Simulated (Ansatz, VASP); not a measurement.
## Al2O3 in VASP and in Ansatz

Contents of INCAR:

```
SYSTEM = Al2O3
  ALGO = Normal
  EDIFF = 1E-7
  ENCUT = 520
  GGA = PS
  ISIF = 2
  ISMEAR = 0
  LASPH = .TRUE.
  LCHARG = .TRUE.
  LELF = .TRUE.
  LREAL = .FALSE.
  LVHAR = .TRUE.
  LWAVE = .FALSE.
  NBANDS = 20
  NELM = 100
  PREC = Accurate
  SIGMA = 0.05
```

The input KPOINTS:

```
k-points
0
G
  12 12 4
  0 0 0
```

POSCAR

```
Al2O3
1.0
    3.2588811475      0.0000000000      0.0000000000
   -1.6294405738      2.8222738617      0.0000000000
    0.0000000000      0.0000000000      6.9686651220
Al O
2 3
Direct
    0.0000000000      0.0000000000      0.2779510000
    0.0000000000      0.0000000000      0.7220490000
    0.3333333333      0.6666666667      0.1994540000
    0.6666666667      0.3333333333      0.8005460000
    0.0000000000      0.0000000000      0.5000000000
```

Input for Ansatz:

```yaml
crystal:
  lattice:
    - [3.2588811475, 0.0, 0.0]
    - [-1.6294405738, 2.8222738617, 0.0]
    - [0.0, 0.0, 6.968665122]
  atoms:
    - { symbol: Al, position: [0.0, 0.0, 0.277951] }
    - { symbol: Al, position: [0.0, 0.0, 0.722049] }
    - { symbol: O, position: [0.3333333333, 0.6666666667, 0.199454] }
    - { symbol: O, position: [0.6666666667, 0.3333333333, 0.800546] }
    - { symbol: O, position: [0.0, 0.0, 0.5] }
basis:
  ecutwfc: 420
kpoints:
  mp_grid: { grid: [12, 12, 4] }
hamiltonian:
  xc: pbesol
scf:
  occupations: { method: gaussian, width: 0.05 }
output:
  forces: true
  stress: true
  eigenvalues: true
```

Change from the starting cell: strain +0.080 along x and y, -0.080 along z, atoms carried along.

Alike in both runs: task single point; functional PBEsol; k mesh 12 × 12 × 4; occupations gaussian, width 0.05 eV; no spin polarisation.

|  | VASP | Ansatz |
| --- | --- | --- |
| version | VASP 6.6.1 | Ansatz 0.2.0 |
| potentials or method | VASP PAW PBE potentials, release 64 (Al, O) | scalar-relativistic, plane waves, PAW |
| plane-wave cutoff (eV) | 520 | 420 |
| valence electrons in the cell | 24 | 24 |

VASP gave:

* gap on the k mesh at the Fermi level (eV): 2.73
* least direct gap on the mesh (eV): 3.09
* pressure (GPa): -2.9
* largest component of the traceless stress (GPa): 47.54
* rms of the force components (eV/Å): 2.292

Problem. Which values does Ansatz return?

Solution. gap on the k mesh at the Fermi level (eV): 2.73; least direct gap on the mesh (eV): 3.10; pressure (GPa): -3.3; largest component of the traceless stress (GPa): 46.55; rms of the force components (eV/Å): 2.225.

Atom by atom the forces differ by 0.068 eV/Å (rms over components).

Caveats: the PAW data sets were made with another functional, which shifts forces and pressure a little (VASP). A k mesh can miss the band edges.
